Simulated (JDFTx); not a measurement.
The system is C.

```
C
1.0
     0.00000    1.78337    1.78337
     1.78337    0.00000    1.78337
     1.78337    1.78337    0.00000
C
2
Direct
  0.75000 0.75000 0.75000
  0.50000 0.50000 0.50000
```

This isn't the form of C at room conditions, which is graphite.

Base run:

* Program: JDFTx 1.7.0 (patched build)
* Functional: r2SCAN
* Potentials or basis: SG15-PBE-1.2
* Cutoff: 1088 eV
* Density cutoff: 8708 eV
* k mesh: 13 × 13 × 13
* Occupations: fermi-dirac, width 0.05 eV
* Spin: no spin polarisation

Its results: band gap on the k mesh 4.27 eV, indirect (least direct gap 5.85 eV).

Task: The run is repeated on the same cell with these changes: functional from r2SCAN to BJ06. What comes out?

Result: Band gap on the k mesh 4.10 eV, indirect (least direct gap 5.98 eV).

Caveats: an odd mesh through Γ misses points on the zone boundary, where band edges often lie; a model potential gives levels but no total energy (some runs).
